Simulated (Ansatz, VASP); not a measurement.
# SiGeO4 in two plane-wave programs

Wanted: the spread between two codes on one cell, functional and k mesh. The cell is generated by rule, not measured, and may not be a known phase. The cell is taken from a series of runs on this material, whose earlier steps may have relaxed, scaled, displaced or heated it; both programs get it as it stands.

Main program and level: Ansatz 0.2.0; plane waves, with VASP 6.6.1 beside it; single point at PBEsol.

The structure was built from a prototype and need not be the compound's stable phase.

## 1. The structure

The structure is monoclinic, space group Cm (No. 8). The conventional cell has a = 9.401 Å, b = 5.428 Å, c = 5.428 Å, α = 90.00°, β = 125.26°, γ = 90.00°. Si has 4 O at 1.61 Å nearest. Ge has 4 O at 1.72 Å nearest. Nearest to O lie 1 Si at 1.61 Å and 1 Ge at 1.72 Å. O has 1 Si at 1.61 Å and 1 Ge at 1.72 Å nearest. Nearest to O lie 1 Si at 1.61 Å and 1 Ge at 1.72 Å. Farther neighbours and most contacts between anions are not listed.

## 2. VASP: single point, PBEsol, pair 1

With cell and atoms fixed, the geometry can't cause a difference; cores, projectors, grids and the points listed under the comparison can.

Lines of VASP's logs that name or quote its potential files are left out, and so is its time.

File INCAR:

```
SYSTEM = SiGeO4
PREC = Accurate
ENCUT = 600
EDIFF = 1E-06
NELM = 120
ISMEAR = 0
SIGMA = 0.02
LREAL = .FALSE.
ALGO = Normal
GGA = PS
NBANDS = 27
LORBIT = 11
LWAVE = .FALSE.
LCHARG = .FALSE.
ISIF = 2
LASPH = .TRUE.
GGA_COMPAT = .FALSE.
EFERMI = MIDGAP
KPAR = 2
```

File POSCAR:

```
SiGeO4
1.0
    0.0000000000      3.8379174859      3.8379174859
    3.8379174859      0.0000000000      3.8379174859
    3.8379174859      3.8379174859      0.0000000000
Si Ge O
1 1 4
Direct
    0.0000000000      0.0000000000      0.0000000000
    0.2500000000      0.2500000000      0.2500000000
    0.1209006002      0.1357927289      0.1060084717
    0.6372981992      0.1357927289      0.1060084717
    0.1357927288      0.0911163431      0.6372981992
    0.1060084717      0.6372981992      0.1506848574
```

File KPOINTS:

```
Automatic mesh
0
Gamma
4 4 4
0 0 0
```

PAW data sets: Si, Ge_d and O (PBE family, release 64).

Run with:

```console
> mpirun -np 2 vasp_std
```

Numbers of over 12 decimals in the logs are rounded to 6 here.

Log:

```text
[banner, memory and clock lines left out]
running    2 mpi-ranks, on    1 nodes
 distrk:  each k-point on    1 cores,    2 groups
 distr:  one band on    1 cores,    1 groups

 POSCAR found type information on POSCAR SiGeO
 POSCAR found :  3 types and       6 ions
|                                                                             |
|               ----> ADVICE to this user running VASP <----                  |
|                                                                             |
|     You enforced a specific xc type in the INCAR file but a different       |
|     [... a line on the potential file left out ...]
|     I HOPE YOU KNOW WHAT YOU ARE DOING!                                     |
|                                                                             |

 LDA part: xc-table for (Slater+PW92), standard interpolation
 POSCAR, INCAR and KPOINTS ok, starting setup
 FFT: planning ... GRIDC
 FFT: planning ... GRID_SOFT
 FFT: planning ... GRID
 WAVECAR not read
 entering main loop
       N       E                     dE             d eps       ncg     rms          rms(c)
DAV:   1     0.454084889196E+03    0.45408E+03   -0.22708E+04  1687   0.273E+03
DAV:   2     0.139666761712E+02   -0.44012E+03   -0.42283E+03  1632   0.829E+02
DAV:   3    -0.478213306693E+02   -0.61788E+02   -0.61050E+02  1448   0.181E+02
DAV:   4    -0.511168700582E+02   -0.32955E+01   -0.32902E+01  1733   0.516E+01
DAV:   5    -0.511968621769E+02   -0.79992E-01   -0.79945E-01  1605   0.718E+00    0.184E+01
DAV:   6    -0.446132437332E+02    0.65836E+01   -0.24199E+01  1925   0.106E+02    0.728E+00
DAV:   7    -0.446292098725E+02   -0.15966E-01   -0.18310E+00  1429   0.780E+00    0.370E+00
DAV:   8    -0.445909176322E+02    0.38292E-01   -0.19284E-01  2056   0.534E+00    0.719E-01
DAV:   9    -0.445882644655E+02    0.26532E-02   -0.51078E-02  1842   0.269E+00    0.240E-01
DAV:  10    -0.445923504299E+02   -0.40860E-02   -0.41774E-03  1556   0.581E-01    0.113E-01
DAV:  11    -0.445934207902E+02   -0.10704E-02   -0.55250E-04  1448   0.169E-01    0.529E-02
DAV:  12    -0.445936786099E+02   -0.25782E-03   -0.23240E-04  1571   0.160E-01    0.180E-02
DAV:  13    -0.445936878854E+02   -0.92755E-05   -0.17072E-05  1569   0.387E-02    0.164E-02
DAV:  14    -0.445936882919E+02   -0.40653E-06   -0.76235E-06  1209   0.233E-02
   1 F= -.44593688E+02 E0= -.44593688E+02  d E =0.000000E+00
```

OUTCAR, selected parts (step 2):

```text
ion  position               nearest neighbor table
   1  0.000  0.000  0.000-   4 1.61   3 1.61   6 1.61   5 1.61
   2  0.250  0.250  0.250-   3 1.72   4 1.72   6 1.72   5 1.72
   3  0.121  0.136  0.106-   1 1.61   2 1.72
   4  0.637  0.136  0.106-   1 1.61   2 1.72
   5  0.136  0.091  0.637-   1 1.61   2 1.72
   6  0.106  0.637  0.151-   1 1.61   2 1.72

  LATTYP: Found a face centered cubic cell.
 ALAT       =     7.6758349718

 Subroutine GETGRP returns: Found  2 space group operations
 (whereof  2 operations were pure point group operations)

The static configuration has the point symmetry C_1h.

 Found     24 irreducible k-points:

   k-points           NKPTS =     24   k-points in BZ     NKDIM =     24   number of bands    NBANDS=     27

   dimension x,y,z NGX =    48 NGY =   48 NGZ =   48
   dimension x,y,z NGXF=    96 NGYF=   96 NGZF=   96

   ENCUT  =  600.0 eV  44.10 Ry    6.64 a.u.  10.84 10.84 10.84*2*pi/ulx,y,z

   NELECT =      42.0000    total number of electrons

 k-points in reciprocal lattice and weights: Automatic mesh
   0.00000000  0.00000000  0.00000000       0.016
   0.25000000  0.00000000  0.00000000       0.062
   0.00000000  0.25000000  0.00000000       0.031
   0.00000000  0.00000000  0.25000000       0.031
   0.50000000  0.00000000  0.00000000       0.031
   0.00000000  0.50000000  0.00000000       0.016
   0.00000000  0.00000000  0.50000000       0.016
   0.25000000  0.25000000  0.00000000       0.062
   0.00000000  0.25000000  0.25000000       0.031
[...]
-0.25000000  0.50000000  0.25000000       0.062
   0.50000000  0.25000000 -0.25000000       0.031

 average (electrostatic) potential at core
       1 -88.9751       2 -79.2962       3 -75.0354       4 -75.0354       5 -75.0208
       6 -75.0207

 E-fermi :   0.5572

 k-point     1 :       0.0000    0.0000    0.0000
  band No.  band energies     occupation
    ...
     17      -3.1139      2.00000
     18      -3.1091      2.00000
     19      -1.6539      2.00000
     20      -1.5880      2.00000
     21      -1.5738      2.00000
     22       2.6824      0.00000
     23       5.5896      0.00000
     24       6.7886      0.00000
     25       6.7981      0.00000
     26       6.8330      0.00000
    ...

 k-point     2 :       0.2500    0.0000    0.0000
  band No.  band energies     occupation
    ...
     17      -3.1580      2.00000
     18      -3.1541      2.00000
     19      -1.9598      2.00000
     20      -1.8758      2.00000
     21      -1.6226      2.00000
     22       3.4300      0.00000
     23       5.9528      0.00000
     24       7.1043      0.00000
     25       7.3108      0.00000
     26       7.5041      0.00000
    ...

 k-point     3 :       0.0000    0.2500    0.0000
  band No.  band energies     occupation
    ...
     17      -3.1505      2.00000
     18      -3.1484      2.00000
     19      -1.9607      2.00000
     20      -1.9043      2.00000
     21      -1.5712      2.00000
     22       3.4287      0.00000
     23       5.9190      0.00000
     24       7.0706      0.00000
     25       7.3617      0.00000
     26       7.4870      0.00000
    ...

  Total       -0.3570723     -0.3442128     -0.3442128     -0.0023705      0.2684528      0.0023694
  in kB       -5.0599924     -4.8777634     -4.8777634     -0.0335916      3.8041853      0.0335769
  external PRESSURE =      -4.9385064 kB  Pullay stress =       0.0000000 kB

  energy-cutoff  :      600.00
  volume of cell :      113.06
      direct lattice vectors                 reciprocal lattice vectors
     0.000000000  3.837917486  3.837917486    -0.130278986  0.130278986  0.130278986
     3.837917486  0.000000000  3.837917486     0.130278986 -0.130278986  0.130278986
     3.837917486  3.837917486  0.000000000     0.130278986  0.130278986 -0.130278986

 POSITION                                       TOTAL-FORCE (eV/Angst)
 -----------------------------------------------------------------------------------
      0.00000      0.00000      0.00000        -0.103170      0.006175     -0.006175
      1.91896      1.91896      1.91896         0.094988      0.005394     -0.005394
      0.92801      0.87086      0.98517         0.062379      0.023146      0.120046
      0.92801      2.85275      2.96706         0.062379     -0.120046     -0.023146
      2.79559      2.96706      0.87086        -0.141111     -0.007985      0.007985
      3.02421      0.98517      2.85275         0.024536      0.093316     -0.093316
 -----------------------------------------------------------------------------------
    total drift:                               -0.000180      0.000145     -0.000147

  FREE ENERGIE OF THE ION-ELECTRON SYSTEM (eV)
  ---------------------------------------------------
  free  energy   TOTEN  =       -44.5936882919 eV

  energy  without entropy=      -44.5936882919  energy(sigma->0) =      -44.59368829

 total charge
# of ion       s       p       d       tot
------------------------------------------
    1        0.632   0.989   0.000   1.622
    2        0.918   1.347  10.564  12.829
    3        1.529   3.657   0.000   5.186
    4        1.529   3.657   0.000   5.186
    5        1.529   3.652   0.000   5.181
    6        1.529   3.652   0.000   5.181
--------------------------------------------------
tot          7.667  16.953  10.564  35.184

[... 3 further parts left out ...]
```

The run ends at a pressure of -0.49 GPa, with forces up to 0.14 eV/Å.

## 3. Ansatz: single point, PBEsol, pair 1

Ansatz runs on norm-conserving files, of PseudoDojo where its log says so.

The same cell, functional, mesh and smearing now go to Ansatz, which takes its cutoff from its data sets.

File input.yaml:

```yaml
crystal:
  lattice:
    - [0.0, 3.8379174859, 3.8379174859]
    - [3.8379174859, 0.0, 3.8379174859]
    - [3.8379174859, 3.8379174859, 0.0]
  atoms:
    - { symbol: Si, position: [0.0, 0.0, 0.0] }
    - { symbol: Ge, position: [0.25, 0.25, 0.25] }
    - { symbol: O, position: [0.1209006003, 0.1357927289, 0.1060084717] }
    - { symbol: O, position: [0.6372981992, 0.1357927289, 0.1060084717] }
    - { symbol: O, position: [0.1357927289, 0.0911163431, 0.6372981992] }
    - { symbol: O, position: [0.1060084717, 0.6372981992, 0.1506848574] }
kpoints:
  mp_grid: { grid: [4, 4, 4] }
hamiltonian:
  xc: pbesol
  pseudopotentials: { kind: nc, accuracy: standard }
scf:
  occupations: { method: gaussian, width: 0.02 }
output:
  forces: true
  stress: true
  eigenvalues: true
```

Run with:

```console
> ansatz run input.yaml --threads 8 --pin off --max-ram 14336MiB --backend cpu --events-out ev --progress --plain --runs-dir out
```

Log:

```text
Engine: ansatz 0.2.0, x86_64-unknown-linux-gnu
Pseudopotentials: kind: nc
Pseudopotential: Si, nc, valence charge 4, recommended cutoff 489.804952 eV (normal), Si.nc.azcp (PseudoDojo's, or run here from an input of PseudoDojo's; its table is named by hamiltonian.pseudopotentials.accuracy)
Pseudopotential: Ge, nc, valence charge 14, recommended cutoff 1061.244064 eV (normal), Ge.nc.azcp (PseudoDojo's, or run here from an input of PseudoDojo's; its table is named by hamiltonian.pseudopotentials.accuracy)
Pseudopotential: O, nc, valence charge 6, recommended cutoff 1142.878222 eV (normal), O.nc.azcp (PseudoDojo's, or run here from an input of PseudoDojo's; its table is named by hamiltonian.pseudopotentials.accuracy)
Functional definition: PBEsol
  exchange = pbesol_x
  correlation = pbesol_c
Crystal: 6 atoms, lattice volume = 113.062 Å³
Basis set: ecut = 1142.878222 eV, 9841 PW (Γ), exchange–correlation on 120×120×120 points (8 copies of the dense FFT grid, shifted against one another)
Bands: 27, of which v1, the nominal top of the filled ones, is band 21 counted from 1 (20 counted from 0)
Symmetry: 2 space group operations
Space group: Cm (ITA 8), of the structure as read, at distance tolerance 4.8e-5 Å
k-points: 24 of 64 (time reversal used)
Non-local potential: Si, projectors of the file, l = 0: 2, l = 1: 2, l = 2: 2
Non-local potential: Ge, projectors of the file, l = 0: 2, l = 1: 2, l = 2: 2
Non-local potential: O, projectors of the file, l = 0: 2, l = 1: 2, l = 2: 1
Initial density: superposition of atomic densities (chi_scale 0.1, normalization cell, long waves kept (reshape's long-wave potential 0.07 eV rms))
Initial wavefunctions: pseudopotential atomic-orbital guess
Functional: x = pbesol(κ = 0.804, μ = 0.123457), c = pbesol(β = 0.046)
SCF iter   1: F=—  HF=-4343.552592 eV  |F-HF|=—  |Δ(HF+E_count)|=         —  Δρ=9.23e-2  dr2=8.03e0  ethr=3.10e-3  ⟨swp⟩=7.4  Hψ=3406  notcnv=0
preconditioner: auto → none  [insulator: Δε(μ)=4.987 eV  Ē_g=20.633 eV  σ=0.020 eV  W_gap=1.00  n_scr=14 (ndim 8)  ℏωp=22.6 eV  f_vac=0.301  D(μ)=0.00/eV (n_scr^D=0)  ε∞_Penn≈2.2]
SCF iter   2: F=—  HF=-4341.198033 eV  |F-HF|=—  |Δ(HF+E_count)|=    2.35e0  Δρ=4.42e-2  dr2=9.12e-1  ethr=3.10e-3  ⟨swp⟩=4.6  Hψ=1901  notcnv=0  defer=35
SCF iter   3: F=—  HF=-4340.967296 eV  |F-HF|=—  |Δ(HF+E_count)|=   2.31e-1  Δρ=1.45e-2  dr2=1.14e-1  ethr=2.17e-3  ⟨swp⟩=2.6  Hψ=1097  notcnv=0  defer=12
automatic band count: iteration 3 solves 26 bands in place of 27: the levels show a gap, and the empty bands left out lie too high to hold charge; the band table lists the bands solved (type scf.n_extra_bands for more)
SCF iter   4: F=—  HF=-4340.956360 eV  |F-HF|=—  |Δ(HF+E_count)|=   1.09e-2  Δρ=4.26e-3  dr2=1.06e-2  ethr=2.71e-4  ⟨swp⟩=2.3  Hψ=1168  notcnv=0  defer=18
SCF iter   5: F=—  HF=-4340.955105 eV  |F-HF|=—  |Δ(HF+E_count)|=   1.25e-3  Δρ=8.06e-4  dr2=3.69e-4  ethr=2.52e-5  ⟨swp⟩=3.4  Hψ=1322  notcnv=0  defer=18
SCF iter   6: F=—  HF=-4340.955166 eV  |F-HF|=—  |Δ(HF+E_count)|=   6.03e-5  Δρ=1.41e-4  dr2=6.06e-6  ethr=8.79e-7  ⟨swp⟩=2.4  Hψ=1031  notcnv=0  defer=18
SCF iter   7: F=—  HF=-4340.954944 eV  |F-HF|=—  |Δ(HF+E_count)|=   2.22e-4  Δρ=2.89e-5  dr2=4.83e-7  ethr=1.44e-8  ⟨swp⟩=2.0  Hψ=1021  notcnv=0  defer=18
SCF iter   8: F=-4340.954944 eV  HF=-4340.954944 eV  |F-HF|=7.99e-8  |Δ(HF+E_count)|=   8.34e-8  Δρ=1.07e-5  dr2=9.68e-8  ethr=2.38e-10  ⟨swp⟩=12.8  Hψ=3431  notcnv=0
SCF 1 converged in 8 iterations: F = -4340.954944 eV  dr2 = 9.68e-8
SCF converged after 8 iterations
Free energy (F): -4340.954944 eV
Harris-Foulkes:  -4340.954944 eV  (|F-HF|=7.99e-8)
Internal energy: -4340.954944 eV  (E = F + TS)
E sigma→0 (E₀):  -4340.954944 eV
Fermi energy:    2.351575 eV
--- Per-component energies (eV) ---
  E_band       = -441.023914
  E_kinetic    = 3121.769220
  E_local      = -5437.284610  (includes V_loc(G=0)·N_el)
  E_nonlocal   = -1587.704172
  E_hartree    = 2208.039191
  E_xc         = -1086.381999
  E_vxc        = -953.886165  (∫ρ·V_xc dr)
  E_ewald      = -1559.392573
  E_smearing   = -0.000000  (= −TS)
  E_closure    = -0.000000  (closes the sum)
  Σ components = -4340.954944   (vs F -4340.954944, Δ=0.00e0)
--- Forces (eV/Å), atoms counted from 1 ---
  atom   1  Si    -0.10200269     0.00619973    -0.00619973
  atom   2  Ge     0.09850229     0.00573066    -0.00573066
  atom   3  O     -0.01918520    -0.05571935     0.03596245
  atom   4  O     -0.01918520    -0.03596245     0.05571935
  atom   5  O     -0.05630522     0.06832319    -0.06832319
  atom   6  O      0.09811960     0.01141262    -0.01141262
  max |Σ_I F_I| component: 5.64e-5 eV/Å
--- Stress (GPa, compression-positive) ---
       -0.760612      -0.002957       0.002957
       -0.002957      -0.742259       0.383926
        0.002957       0.383926      -0.742259
  P = ⅓ Tr σ = -0.7484 GPa (-7.484 kbar)
--- Band table (eV; the first three rows and the last of 24) ---
  k-point 0: bands = [... 17 lower, -1.3336, 0.1343, 0.2004, 0.2145, 4.4830, 7.3878, 8.5860, 8.5955, ... 1 higher]
  k-point 1: bands = [... 17 lower, -1.3664, -0.1462, -0.1451, 0.2172, 5.2236, 7.7188, 8.8537, 9.1766, ... 1 higher]
  k-point 2: bands = [... 17 lower, -1.4602, -0.4885, -0.4357, 0.2202, 5.9691, 8.1434, 8.8841, 9.7206, ... 1 higher]
  k-point 23: bands = [... 17 lower, -1.1452, -0.6488, -0.4203, -0.3087, 6.9595, 8.6740, 8.8006, 9.1061, ... 1 higher]
```

The run ends at a pressure of -0.75 GPa, with forces up to 0.11 eV/Å.

## 4. Comparison

Known differences besides the potentials themselves: the cutoff is 1142.88 eV in Ansatz and 600 eV in VASP. Total energies have different zeros and are not compared.

Compared:

```
              quantity  Ansatz   VASP  difference
        pressure (GPa)   -0.75  -0.49       -0.25
gap on the k mesh (eV)   4.263  4.250      +0.012
```

Forces (eV/Å; atoms numbered as in POSCAR):

```
atom         Ansatz x, y, z           VASP x, y, z
 Si1  -0.102, 0.006, -0.006  -0.103, 0.006, -0.006
 Ge2   0.099, 0.006, -0.006   0.095, 0.005, -0.005
  O3  -0.019, -0.056, 0.036    0.062, 0.023, 0.120
  O4  -0.019, -0.036, 0.056  0.062, -0.120, -0.023
  O5  -0.056, 0.068, -0.068  -0.141, -0.008, 0.008
  O6   0.098, 0.011, -0.011   0.025, 0.093, -0.093
```

The forces differ by 66 meV/Å r.m.s., which is 90.1 % of the r.m.s. force of 0.073 eV/Å (both taken over all components). A gap on the mesh is an upper bound, since the band edges may lie between its points.

## 5. Ansatz: single point, PBEsol, pair 2

With cell and atoms fixed, the geometry can't cause a difference; cores, projectors, grids and the points listed under the comparison can.

The cell is taken from a series of runs on this material, whose earlier steps may have relaxed, scaled, displaced or heated it; both programs get it as it stands.

input.yaml, the sections that differ from step 3:

```yaml
crystal:
  lattice:
    - [0.0, 3.8379174859, 3.8379174859]
    - [3.8379174859, 0.0, 3.8379174859]
    - [3.8379174859, 3.8379174859, 0.0]
  atoms:
    - { symbol: Si, position: [0.0, 0.0, 0.0] }
    - { symbol: Ge, position: [0.25, 0.25, 0.25] }
    - { symbol: O, position: [0.1209006003, 0.1443025166, 0.0974986839] }
    - { symbol: O, position: [0.6372981992, 0.1443025166, 0.0974986839] }
    - { symbol: O, position: [0.1443025166, 0.0740967676, 0.6372981992] }
    - { symbol: O, position: [0.0974986839, 0.6372981992, 0.1677044329] }
# kpoints, hamiltonian, scf, output: as in step 3
```

Log:

```text
[...]
Crystal: 6 atoms, lattice volume = 113.062 Å³
Basis set: ecut = 1142.878222 eV, 9841 PW (Γ), exchange–correlation on 120×120×120 points (8 copies of the dense FFT grid, shifted against one another)
Bands: 27, of which v1, the nominal top of the filled ones, is band 21 counted from 1 (20 counted from 0)
Symmetry: 2 space group operations
[...]
k-point 0: bands = [... 17 lower, -1.3117, 0.0145, 0.1742, 0.2081, 4.4085, 7.4517, 8.5667, 8.5879, ... 1 higher]
  k-point 1: bands = [... 17 lower, -1.3379, -0.1925, -0.1636, 0.2111, 5.1374, 7.7146, 8.7729, 9.1412, ... 1 higher]
  k-point 2: bands = [... 17 lower, -1.4081, -0.5059, -0.4326, 0.2151, 5.8778, 8.1446, 8.8749, 9.4869, ... 1 higher]
  k-point 23: bands = [... 17 lower, -1.1364, -0.6673, -0.4134, -0.3040, 6.8355, 8.6672, 8.7029, 9.1098, ... 1 higher]
[key lines of the parts left out:]
SCF converged after 9 iterations
Free energy (F): -4340.976945 eV
Fermi energy:    2.311796 eV
P = ⅓ Tr σ = -1.8077 GPa (-18.077 kbar)
```

The run ends at a pressure of -1.81 GPa, with forces up to 0.24 eV/Å.

(Continued in part 2 of 2.)

[Lines on the potential files, build, host, timing and source positions are cut from VASP's logs without a mark.]

[Logs are printed without paths, hosts, clocks, repeated set-up lines and the standing remarks that a program may print on its own settings, such as how far it seeks lower states.]

[Hosts, paths, dates, database ids (printed as entryN), source tags and the programs' standing remarks are cut or masked in the printed files.]
